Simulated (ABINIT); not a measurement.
# KI (Fm-3m): G0W0 with ABINIT, start to end, part 2 of 3

Wanted: ground state, empty states, screening and self-energy for KI (Fm-3m).

ABINIT 10.8.3; PBE and many-body steps on it, plane waves. Known limits of the many-body steps: not at the basis limit; no spin-orbit coupling; coarse k mesh.

So far. Step 2 (Ground state): The gap is direct, at Γ.

## 3. Bands along the symmetry lines

Level of this step: DFT, PBE, plane waves, norm-conserving pseudopotentials (ABINIT).

Levels along a band path, at the cheap level, show where the edges lie and whether the meshes to come will hold them.

run.abi

```
acell 3*1.0 Angstrom
rprim 
  0.000000000000 3.532775000000 3.532775000000
  3.532775000000 0.000000000000 3.532775000000
  3.532775000000 3.532775000000 -0.000000000000
ntypat 2
znucl 19 53
natom 2
typat 1 2
xred 
  0.000000000000 0.000000000000 0.000000000000
  0.500000000000 0.500000000000 0.500000000000
pp_dirpath "pseudos"
pseudos "K.upf, I.upf"
ecut 33
iscf -2
irdden 1
kptopt 0
nkpt 50
kpt 
  0.00000000 0.00000000 0.00000000
  0.06250000 0.00000000 0.06250000
  0.12500000 0.00000000 0.12500000
  0.18750000 0.00000000 0.18750000
  0.25000000 0.00000000 0.25000000
  0.31250000 0.00000000 0.31250000
  0.37500000 0.00000000 0.37500000
  0.43750000 0.00000000 0.43750000
  0.50000000 0.00000000 0.50000000
  0.51562500 0.03125000 0.51562500
  0.53125000 0.06250000 0.53125000
  0.54687500 0.09375000 0.54687500
  0.56250000 0.12500000 0.56250000
  0.57812500 0.15625000 0.57812500
  0.59375000 0.18750000 0.59375000
  0.60937500 0.21875000 0.60937500
  0.62500000 0.25000000 0.62500000
  0.37500000 0.37500000 0.75000000
  0.32812500 0.32812500 0.65625000
  0.28125000 0.28125000 0.56250000
  0.23437500 0.23437500 0.46875000
  0.18750000 0.18750000 0.37500000
  0.14062500 0.14062500 0.28125000
  0.09375000 0.09375000 0.18750000
  0.04687500 0.04687500 0.09375000
  0.00000000 0.00000000 0.00000000
  0.06250000 0.06250000 0.06250000
  0.12500000 0.12500000 0.12500000
  0.18750000 0.18750000 0.18750000
  0.25000000 0.25000000 0.25000000
  0.31250000 0.31250000 0.31250000
  0.37500000 0.37500000 0.37500000
  0.43750000 0.43750000 0.43750000
  0.50000000 0.50000000 0.50000000
  0.50000000 0.46875000 0.53125000
  0.50000000 0.43750000 0.56250000
  0.50000000 0.40625000 0.59375000
  0.50000000 0.37500000 0.62500000
  0.50000000 0.34375000 0.65625000
  0.50000000 0.31250000 0.68750000
  0.50000000 0.28125000 0.71875000
  0.50000000 0.25000000 0.75000000
  0.50000000 0.21875000 0.71875000
  0.50000000 0.18750000 0.68750000
  0.50000000 0.15625000 0.65625000
  0.50000000 0.12500000 0.62500000
  0.50000000 0.09375000 0.59375000
  0.50000000 0.06250000 0.56250000
  0.50000000 0.03125000 0.53125000
  0.50000000 0.00000000 0.50000000
istwfk *1
nband 15
nbdbuf 2
tolwfr 1e-08
nstep 40
prtwf 0
prtvol 0
indata_prefix "in"
outdata_prefix "out"
tmpdata_prefix "tmp"
```

On the command line:

```sh
> OMP_NUM_THREADS=1 mpirun -n 4 abinit run.abi > log
```

Numbers of over 12 decimals in the logs are rounded to 6 here.

The program printed:

```text
.Version 10.8.3 of ABINIT. v10.8.2 released Aug 2026.

 Symmetries : space group Fm -3 m (#225); Bravais cF (face-center cubic)
[... echo of the input left out ...]
== DATASET  1 ==================================================================
-   mpi_nproc: 4, omp_nthreads: 1 (-1 if OMP is not activated)

--- !DatasetInfo
iteration_state: {dtset: 1, }
dimensions: {natom: 2, nkpt: 50, mband: 15, nsppol: 1, nspinor: 1, nspden: 1, mpw: 5434, }
cutoff_energies: {ecut:  33.0, pawecutdg:  -1.0, }
electrons: {nelect:   1.60000000E+01, charge:   0.00000000E+00, occopt:   1.00000000E+00, tsmear:   1.00000000E-02, }

 Real(R)+Recip(G) space primitive vectors, cartesian coordinates (Bohr,Bohr^-1):
 R(1)=  0.0000000  6.6759772  6.6759772  G(1)= -0.0748954  0.0748954  0.0748954
 R(2)=  6.6759772  0.0000000  6.6759772  G(2)=  0.0748954 -0.0748954  0.0748954
 R(3)=  6.6759772  6.6759772  0.0000000  G(3)=  0.0748954  0.0748954 -0.0748954
 Unit cell volume ucvol=  5.9507887E+02 bohr^3
 Angles (23,13,12)=  6.00000000E+01  6.00000000E+01  6.00000000E+01 degrees

 getcut: wavevector=  0.0000  0.0000  0.0000  ngfft=  50  50  50
         ecut(hartree)=     33.000   => boxcut(ratio)=   2.04876

--- Pseudopotential description ------------------------------------------------
- K Generated using ONCVPSP code by D. R. Hamann
- 19.00000   9.00000  171031                  znucl, zion, pspdat
12 -101130 2 -1 2222                          pspcod,pspxc,lmax,lloc,mmax
     nproj     2     2     2
  pspatm : epsatm=    8.42413758
         --- l  ekb(1:nproj) -->
             0   10.871123    0.806704
             1    4.379001    0.553647
             2   -3.405842   -1.029115
 pspatm: atomic psp has been read  and splines computed

- I Generated using ONCVPSP code by D. R. Hamann
- 53.00000   7.00000  171031                  znucl, zion, pspdat
12 -101130 2 -1 1196                          pspcod,pspxc,lmax,lloc,mmax
     nproj     2     2     2
  pspatm : epsatm=   19.17056757
         --- l  ekb(1:nproj) -->
[...]
pspatm: atomic psp has been read  and splines computed

--------------------------------------------------------------------------------

================================================================================
 prteigrs : about to open file out_EIG
 Non-SCF case, kpt    1 (  0.00000  0.00000  0.00000), residuals and eigenvalues=
  5.37E-09  2.67E-09  4.64E-09  9.40E-09  4.74E-09  2.52E-09  6.27E-09  7.47E-09
  8.38E-09  9.04E-09  8.83E-09  4.72E-09  9.54E-09  7.63E-09  6.78E-09
 -1.0430E+00 -4.3616E-01 -4.3616E-01 -4.3616E-01 -3.8166E-01  4.3563E-03
  4.3563E-03  4.3563E-03  1.4997E-01  2.4342E-01  2.4342E-01  2.4342E-01
[...]
Non-SCF case, kpt    2 (  0.06250  0.00000  0.06250), residuals and eigenvalues=
  5.86E-09  5.62E-09  3.55E-09  7.76E-09  2.58E-09  5.97E-09  4.57E-09  7.00E-09
[...]
4.90E-09  4.19E-09  4.83E-09  7.10E-09  5.33E-09  9.61E-09  6.21E-09  4.97E-09
  8.77E-09  9.27E-09  2.45E-09  5.00E-09  8.16E-09  8.00E-09  2.97E-07
[...]
Non-SCF case, kpt   49 (  0.50000  0.03125  0.53125), residuals and eigenvalues=
[...]
Non-SCF case, kpt   50 (  0.50000  0.00000  0.50000), residuals and eigenvalues=
[...]
-1.0429E+00 -4.3783E-01 -4.3684E-01 -4.3684E-01 -3.7641E-01 -3.2245E-02
 -9.0923E-03 -9.0923E-03  1.8588E-01  2.1643E-01  3.0214E-01  3.2412E-01
[...]
--- !ResultsGS
iteration_state: {dtset: 1, }
comment   : Summary of ground state results
lattice_vectors:
- [  0.0000000,   6.6759772,   6.6759772, ]
- [  6.6759772,   0.0000000,   6.6759772, ]
- [  6.6759772,   6.6759772,  -0.0000000, ]
lattice_lengths: [   9.44126,    9.44126,    9.44126, ]
lattice_angles: [ 60.000,  60.000,  60.000, ] # degrees, (23, 13, 12)
lattice_volume:   5.9507887E+02
convergence: {deltae:  0.000E+00, res2:  0.000E+00, residm:  9.989E-09, diffor:  0.000E+00, }
etotal    :  -4.31025253E+01
entropy   :   0.00000000E+00
fermie    :   4.35632526E-03
cartesian_stress_tensor: null
pressure_GPa: null
xred      :
- [  0.0000E+00,   0.0000E+00,   0.0000E+00,  K]
- [  5.0000E-01,   5.0000E-01,   5.0000E-01,  I]
cartesian_forces: null
force_length_stats: {min: null, max: null, mean: null, }

 Integrated electronic density in atomic spheres:
 ------------------------------------------------
 Atom  Sphere_radius  Integrated_density
[...]
================================================================================

 ----iterations are completed or convergence reached----

 Mean square residual over all n,k,spin=   64.626E-10; max=  99.885E-10
 reduced coordinates (array xred) for    2 atoms
       0.000000000000      0.000000000000      0.000000000000
       0.500000000000      0.500000000000      0.500000000000

 cartesian coordinates (angstrom) at end:
    1      0.000000     0.000000     0.000000
    2      3.532775     3.532775     3.532775
 length scales=  1.889726125908  1.889726125908  1.889726125908 bohr
              =  1.000000000000  1.000000000000  1.000000000000 angstroms
 prteigrs : about to open file out_EIG
 Eigenvalues (hartree) for nkpt=  50  k points:
 kpt#   1, nband= 15, wtk=  1.00000, kpt=  0.0000  0.0000  0.0000 (reduced coord)
[...]
kpt#   2, nband= 15, wtk=  1.00000, kpt=  0.0625  0.0000  0.0625 (reduced coord)
[...]
kpt#   3, nband= 15, wtk=  1.00000, kpt=  0.1250  0.0000  0.1250 (reduced coord)
[...]
kpt#  49, nband= 15, wtk=  1.00000, kpt=  0.5000  0.0313  0.5313 (reduced coord)
  -1.04290   -0.43782   -0.43688   -0.43685   -0.37633   -0.03208   -0.00944   -0.00939
   0.18689    0.21750    0.30266    0.32353    0.32502    0.35623    0.35769
 kpt#  50, nband= 15, wtk=  1.00000, kpt=  0.5000  0.0000  0.5000 (reduced coord)
  -1.04290   -0.43783   -0.43684   -0.43684   -0.37641   -0.03225   -0.00909   -0.00909
   0.18588    0.21643    0.30214    0.32412    0.32811    0.35619    0.35619

== END DATASET(S) ==============================================================
================================================================================

 -outvars: echo values of variables after computation  --------
            nband          15
             nkpt          50
          spgroup         225
 [... the other variables as echoed above ...]

 Calculation completed.
```

The job ended after 30 s (4 MPI ranks of Intel Xeon Platinum 8259CL at 2.50GHz (Skylake/Cascade Lake), shared host; peak memory 0.37 GiB).

This step gave:

| Item | Value |
| --- | --- |
| gap | 3.962 eV |
| k of the valence top | 0, 0, 0 |
| k of the conduction bottom | 0, 0, 0 |
| least direct gap | 3.962 eV |

The gap is 3.962 eV, as in the run before at this level.

Electronic bands along the path, in eV, zero at the top of the highest filled band; v1 is the highest filled band, c1 the lowest empty one:

| point | v4 | v3 | v2 | v1 | c1 | c2 | c3 | c4 |
| --- | --- | --- | --- | --- | --- | --- | --- | --- |
| Γ | -10.50 | 0.00 | 0.00 | 0.00 | 3.96 | 6.51 | 6.51 | 6.51 |
| halfway | -10.37 | -0.78 | -0.21 | -0.21 | 5.29 | 5.53 | 7.61 | 7.90 |
| X | -10.36 | -1.00 | -0.37 | -0.37 | 4.94 | 5.77 | 8.10 | 8.70 |
| halfway | -10.34 | -0.96 | -0.49 | -0.37 | 5.14 | 6.01 | 8.21 | 8.34 |
| U | -10.31 | -0.85 | -0.75 | -0.38 | 5.62 | 6.64 | 7.63 | 8.28 |
| jump to K | -10.31 | -0.85 | -0.75 | -0.38 | 5.62 | 6.64 | 7.63 | 8.28 |
| halfway | -10.33 | -0.87 | -0.30 | -0.24 | 5.54 | 6.29 | 7.21 | 7.41 |
| Γ | -10.50 | 0.00 | 0.00 | 0.00 | 3.96 | 6.51 | 6.51 | 6.51 |
| halfway | -10.36 | -0.76 | -0.18 | -0.18 | 5.06 | 6.58 | 7.12 | 7.12 |
| L | -10.23 | -1.32 | -0.34 | -0.34 | 5.52 | 7.72 | 8.16 | 8.16 |
| halfway | -10.26 | -1.10 | -0.54 | -0.39 | 6.04 | 6.86 | 7.39 | 8.28 |
| W | -10.30 | -0.73 | -0.73 | -0.60 | 6.47 | 6.47 | 6.64 | 8.19 |
| halfway | -10.33 | -0.92 | -0.49 | -0.48 | 5.36 | 6.17 | 7.89 | 8.32 |
| X | -10.36 | -1.00 | -0.37 | -0.37 | 4.94 | 5.77 | 8.10 | 8.70 |

The electronic bands as a text plot (rows in eV, shown from -8.0 to 7.2 only):

```
    6.9 |++++             ++++  ++++++++ ++++++      ++++++++
    6.3 |++++          +++ ++++++++++++++++++         +++++++++
    5.6 |    ++++++++++  ++     +              +++++++      ++ ++
    5.0 |    ++++++++++++        ++        ++++               +++
    4.4 | +++                      +++  +++
    3.7 |+                            ++
    3.1 |
    2.5 |
    1.8 |
    1.2 |
    0.6 |
   -0.1 |*********************************************          *
   -0.7 |    **********************        ****     *************
   -1.3 |                   **                 ********
   -2.0 |
   -2.6 |
   -3.2 |
   -3.9 |
   -4.5 |
   -5.1 |
   -5.8 |
   -6.4 |
   -7.0 |
   -7.7 |
         Γ           X  U|K            Γ         L        W     X
```

## 4. Empty states on the mesh, 2×2×2 mesh, 48 bands

The sums over transitions need many empty states on a uniform mesh; this step solves for them.

run.abi

```
acell 3*1.0 Angstrom
rprim 
  0.000000000000 3.532775000000 3.532775000000
  3.532775000000 0.000000000000 3.532775000000
  3.532775000000 3.532775000000 -0.000000000000
ntypat 2
znucl 19 53
natom 2
typat 1 2
xred 
  0.000000000000 0.000000000000 0.000000000000
  0.500000000000 0.500000000000 0.500000000000
pp_dirpath "pseudos"
pseudos "K.upf, I.upf"
ecut 33
ngkpt 2 2 2
nshiftk 1
shiftk 0 0 0
kptopt 1
chksymbreak 0
iscf -2
irdden 1
istwfk *1
nband 48
nbdbuf 4
tolwfr 1e-09
nstep 60
prtvol 0
indata_prefix "in"
outdata_prefix "out"
tmpdata_prefix "tmp"
```

On the command line:

```sh
> OMP_NUM_THREADS=1 mpirun -n 3 abinit run.abi > log
```

The program printed:

```text
.Version 10.8.3 of ABINIT. v10.8.2 released Aug 2026.

 Symmetries : space group Fm -3 m (#225); Bravais cF (face-center cubic)
[... echo of the input left out ...]
== DATASET  1 ==================================================================
-   mpi_nproc: 3, omp_nthreads: 1 (-1 if OMP is not activated)

--- !DatasetInfo
iteration_state: {dtset: 1, }
dimensions: {natom: 2, nkpt: 3, mband: 48, nsppol: 1, nspinor: 1, nspden: 1, mpw: 5434, }
cutoff_energies: {ecut:  33.0, pawecutdg:  -1.0, }
electrons: {nelect:   1.60000000E+01, charge:   0.00000000E+00, occopt:   1.00000000E+00, tsmear:   1.00000000E-02, }

 Real(R)+Recip(G) space primitive vectors, cartesian coordinates (Bohr,Bohr^-1):
 R(1)=  0.0000000  6.6759772  6.6759772  G(1)= -0.0748954  0.0748954  0.0748954
 R(2)=  6.6759772  0.0000000  6.6759772  G(2)=  0.0748954 -0.0748954  0.0748954
 R(3)=  6.6759772  6.6759772  0.0000000  G(3)=  0.0748954  0.0748954 -0.0748954
 Unit cell volume ucvol=  5.9507887E+02 bohr^3
 Angles (23,13,12)=  6.00000000E+01  6.00000000E+01  6.00000000E+01 degrees

 getcut: wavevector=  0.0000  0.0000  0.0000  ngfft=  50  50  50
         ecut(hartree)=     33.000   => boxcut(ratio)=   2.04876

--- Pseudopotential description ------------------------------------------------
- K Generated using ONCVPSP code by D. R. Hamann
- 19.00000   9.00000  171031                  znucl, zion, pspdat
12 -101130 2 -1 2222                          pspcod,pspxc,lmax,lloc,mmax
     nproj     2     2     2
  pspatm : epsatm=    8.42413758
         --- l  ekb(1:nproj) -->
             0   10.871123    0.806704
             1    4.379001    0.553647
             2   -3.405842   -1.029115
 pspatm: atomic psp has been read  and splines computed

- I Generated using ONCVPSP code by D. R. Hamann
- 53.00000   7.00000  171031                  znucl, zion, pspdat
12 -101130 2 -1 1196                          pspcod,pspxc,lmax,lloc,mmax
     nproj     2     2     2
  pspatm : epsatm=   19.17056757
         --- l  ekb(1:nproj) -->
[...]
pspatm: atomic psp has been read  and splines computed

--------------------------------------------------------------------------------

================================================================================
 prteigrs : about to open file out_EIG
 Non-SCF case, kpt    1 (  0.00000  0.00000  0.00000), residuals and eigenvalues=
  2.15E-10  3.60E-10  9.17E-10  8.88E-10  8.66E-10  2.02E-10  5.36E-10  6.52E-10
  9.08E-10  1.15E-10  2.89E-10  6.56E-10  2.88E-10  7.86E-10  2.37E-10  1.86E-10
  2.46E-10  4.88E-10  3.12E-10  5.34E-10  9.44E-10  1.93E-10  8.55E-10  8.82E-10
[...]
-1.0430E+00 -4.3616E-01 -4.3616E-01 -4.3616E-01 -3.8166E-01  4.3563E-03
  4.3563E-03  4.3563E-03  1.4997E-01  2.4342E-01  2.4342E-01  2.4342E-01
  2.6985E-01  2.6985E-01  3.6592E-01  4.7509E-01  4.7509E-01  4.7509E-01
[...]
1.0137E+00  1.0137E+00  1.0137E+00  1.0562E+00  1.0685E+00  1.0685E+00
  1.0685E+00  1.1339E+00  1.1339E+00  1.1340E+00  1.1409E+00  1.1409E+00
 prteigrs : prtvol=0 or 1, do not print more k-points.

--- !ResultsGS
iteration_state: {dtset: 1, }
comment   : Summary of ground state results
lattice_vectors:
- [  0.0000000,   6.6759772,   6.6759772, ]
- [  6.6759772,   0.0000000,   6.6759772, ]
- [  6.6759772,   6.6759772,  -0.0000000, ]
lattice_lengths: [   9.44126,    9.44126,    9.44126, ]
lattice_angles: [ 60.000,  60.000,  60.000, ] # degrees, (23, 13, 12)
lattice_volume:   5.9507887E+02
convergence: {deltae:  0.000E+00, res2:  0.000E+00, residm:  9.922E-10, diffor:  0.000E+00, }
etotal    :  -4.31025253E+01
entropy   :   0.00000000E+00
fermie    :   4.35632526E-03
cartesian_stress_tensor: null
pressure_GPa: null
xred      :
- [  0.0000E+00,   0.0000E+00,   0.0000E+00,  K]
- [  5.0000E-01,   5.0000E-01,   5.0000E-01,  I]
cartesian_forces: null
force_length_stats: {min: null, max: null, mean: null, }

 Integrated electronic density in atomic spheres:
 ------------------------------------------------
 Atom  Sphere_radius  Integrated_density
[...]
================================================================================

 ----iterations are completed or convergence reached----

 Mean square residual over all n,k,spin=   53.232E-11; max=  99.218E-11
 reduced coordinates (array xred) for    2 atoms
       0.000000000000      0.000000000000      0.000000000000
       0.500000000000      0.500000000000      0.500000000000

 cartesian coordinates (angstrom) at end:
    1      0.000000     0.000000     0.000000
    2      3.532775     3.532775     3.532775
 length scales=  1.889726125908  1.889726125908  1.889726125908 bohr
              =  1.000000000000  1.000000000000  1.000000000000 angstroms
 prteigrs : about to open file out_EIG
 Eigenvalues (hartree) for nkpt=   3  k points:
 kpt#   1, nband= 48, wtk=  0.12500, kpt=  0.0000  0.0000  0.0000 (reduced coord)
[...]
0.83167    0.83167    0.83167    0.93888    1.01370    1.01370    1.01370    1.05617
   1.06846    1.06846    1.06846    1.13393    1.13393    1.13397    1.14093    1.14093
 prteigrs : prtvol=0 or 1, do not print more k-points.

== END DATASET(S) ==============================================================
================================================================================

 -outvars: echo values of variables after computation  --------
            nband          48
             nkpt           3
          spgroup         225
 [... the other variables as echoed above ...]

 Calculation completed.
```

The job ended after 11 s (3 MPI ranks; peak memory 0.25 GiB).

Numbers from this step:

| Item | Value |
| --- | --- |
| gap | 3.962 eV |
| k of the valence top | 0, 0, 0 |
| k of the conduction bottom | 0, 0, 0 |
| least direct gap | 3.962 eV |
| k points computed | 3 |
| lowest point of the top converged band, above the valence top | 29.47 eV |

On this mesh the gap is 3.962 eV.

## 5. Screening, 2×2×2 mesh, 44 bands, screening to 87.1 eV

The RPA dielectric matrix is built and inverted for each q.

This step: RPA screening on PBE, plane waves, norm-conserving pseudopotentials.

Changes to run.abi since step 4:

```diff
@@ -20,10 +20,11 @@
 chksymbreak 0
-iscf -2
-irdden 1
 istwfk *1
-nband 48
-nbdbuf 4
-tolwfr 1e-09
-nstep 60
-prtvol 0
+occopt 1
+irdwfk 1
+optdriver 3
+nband 44
+ecuteps 3.2
+inclvkb 2
+awtr 1
+symchi 1
 indata_prefix "in"
```

On the command line:

```sh
> OMP_NUM_THREADS=1 mpirun -n 4 abinit run.abi > log
```

The program printed:

```text
.Version 10.8.3 of ABINIT. v10.8.2 released Aug 2026.

 Symmetries : space group Fm -3 m (#225); Bravais cF (face-center cubic)
[... echo of the input left out ...]
== DATASET  1 ==================================================================
-   mpi_nproc: 4, omp_nthreads: 1 (-1 if OMP is not activated)

--- !DatasetInfo
iteration_state: {dtset: 1, }
dimensions: {natom: 2, nkpt: 3, mband: 44, nsppol: 1, nspinor: 1, nspden: 1, mpw: 5434, }
cutoff_energies: {ecut:  33.0, pawecutdg:  -1.0, }
electrons: {nelect:   1.60000000E+01, charge:   0.00000000E+00, occopt:   1.00000000E+00, tsmear:   1.00000000E-02, }

 SCREENING: Calculation of the susceptibility and dielectric matrices

 Based on a program developped by R.W. Godby, V. Olevano, G. Onida, and L. Reining.
 Incorporated in ABINIT by V. Olevano, G.-M. Rignanese, and M. Torrent.
.Using double precision arithmetic ; gwpc =  8

[... cell and pseudopotentials left out ...]
--------------------------------------------------------------------------------

 ==== K-mesh for the wavefunctions ====
 Number of points in the irreducible wedge :     3
[... list of points left out ...]
 Together with 48 symmetry operations and time-reversal symmetry
 yields     8 points in the full Brillouin Zone.

 ==== Q-mesh for the screening function ====
 Number of points in the irreducible wedge :     3
[... list of points left out ...]
 Together with 48 symmetry operations and time-reversal symmetry
 yields     8 points in the full Brillouin Zone.

 setmesh: FFT mesh size selected  =    32x   32x   32
          total number of points  =        32768

 vcoul_init : cutoff-mode = AUXILIARY_FUNCTION
 q-points for optical limit:   1
     1)      0.000010    0.000020    0.000030

- screening: taking advantage of time-reversal symmetry
- Maximum band index for partially occupied states nbvw = 8
- Remaining bands to be divided among processors   nbcw = 36
- Number of bands treated by each node ~9

 Number of electrons calculated from density =   16.0000; Expected =   16.0000
 average of density, n =  0.026887
 r_s =    2.0707
 omega_plasma =   15.8172 [eV]

 calculating chi0 at frequencies [eV] :
  1    0.000000E+00    0.000000E+00
  2    0.000000E+00    1.581715E+01

--------------------------------------------------------------------------------
  q-point number  1        q = ( 0.000000, 0.000000, 0.000000) [r.l.u.]
--------------------------------------------------------------------------------
[... chi0 elements left out ...]
 For q-point:  0.000010 0.000020 0.000030
  dielectric constant =   3.3287
  dielectric constant without local fields =   4.0395

  Average fulfillment of the sum rule on Im[epsilon] for q-point    1 :     57.68  [%]
[... wings left out ...]
  q-point number  2        q = ( 0.500000, 0.000000, 0.000000) [r.l.u.]
--------------------------------------------------------------------------------
[... chi0 elements left out ...]
  Average fulfillment of the sum rule on Im[epsilon] for q-point    2 :     69.76  [%]

 [... 1 further q-points ...]
```

Wall time 4.2 s (4 MPI ranks); peak memory 0.54 GiB.

This step gave:

* ε∞ with local fields, on this mesh, along the program's q direction: 3.329
* the same without local fields: 4.040
* plasma frequency: 15.82 eV
* plane waves in the screening matrix: 169

Local fields lower ε∞ by 18 %. On a Γ-centred mesh this coarse the value itself is usually too large, while a short band sum pulls it down.

(Part 2 of 3 ends here.)

[Paths, hosts, dates, memory and timing lines, banners, echoed tables and standing remarks are left out of the program output.]

[Logs are printed without paths, hosts, clocks, repeated set-up lines and the standing remarks that a program may print on its own settings, such as how far it seeks lower states.]

[Runs of the session that timed out or met a known fault of the program may be left out.]

[Hosts, paths, dates, database ids (printed as entryN), source tags and the programs' standing remarks are cut or masked in the printed files.]

[G0W0 gaps are taken among the corrected bands and points alone; a level outside them can change the order at an edge.]

[Where Ansatz stands beside ABINIT at settings called matched, ABINIT's density can come from a denser mesh and the files from another edition; pairs whose starting gaps differed by over 0.03 eV were left out, so agreement reads better than it is.]
